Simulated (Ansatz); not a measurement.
# TaN: the cost of one run

Method: DFT PBE, scalar-relativistic, plane waves, PAW, in Ansatz 0.2.0.

2 further runs of the same task are left out: 2 set aside as unsound or not needed.

## (1) Starting point

It takes space group Fm-3m (No. 225, cubic). The conventional cell has a = 4.417 Å, b = 4.417 Å, c = 4.417 Å, α = 90.00°, β = 90.00°, γ = 90.00°. Around Ta (site symmetry m-3m) lie 6 N at 2.21 Å. Around N (site symmetry m-3m) lie 6 Ta at 2.21 Å.

As a file:

```
CELL_PARAMETERS angstrom
0.00000 2.20863 2.20863
2.20863 0.00000 2.20863
2.20863 2.20863 0.00000
ATOMIC_POSITIONS crystal
Ta 0.50000 0.50000 0.50000
N 0.00000 0.00000 0.00000
```

This cell was relaxed beforehand with the same method: volume 10.77 Å³/atom, gap on the mesh none (metal).

## (2) The linear chain

A free-standing chain of the crystal's atoms, periodic along c. Atoms and period relax; energies count from the bulk, -5158.9572 eV an atom.

The cell holds 1 Ta, 1 N: a = 9.000 Å, b = 9.300 Å, c = 3.976 Å, α = 90.00°, β = 90.00°, γ = 90.00°.

## (3) Relaxation

Pressure and volume refer to the whole cell with its vacuum; only the period along c may change.

Input file input.yaml:

```yaml
crystal:
  lattice:
    - [9.0, 0.0, 0.0]
    - [0.0, 9.3, 0.0]
    - [0.0, 0.0, 3.9755425938]
  atoms:
    - { symbol: Ta, position: [0.5, 0.5, 0.0], spin: 1.5 }
    - { symbol: "N", position: [0.5, 0.5, 0.5], spin: 0.5 }
basis:
  ecutwfc: 420
kpoints:
  mp_grid: { grid: [1, 1, 16] }
hamiltonian:
  xc: pbe
scf:
  occupations: { method: gaussian, width: 0.05 }
output:
  forces: true
  stress: true
  eigenvalues: true
  populations: true
  write_density: true
  write_potential: true
  elf: true
  volumetric_format: npy
magnetization:
  spin_polarized: true
relax:
  adjacent_minimum: "off"
  f_tol: 0.01
  max_steps: 45
  cell: { fix: [a, b, alpha, beta, gamma], stress_tol: 0.03 }
```

Command:

```console
$ ansatz run input.yaml --threads 2 --pin off --max-ram 5120MiB --backend cpu --events-out ev --progress --plain --runs-dir out
```

What time and memory should one allow on 2 threads of Arm Neoverse V2, shared host?

About 13 s, with a peak of 0.53 GiB.
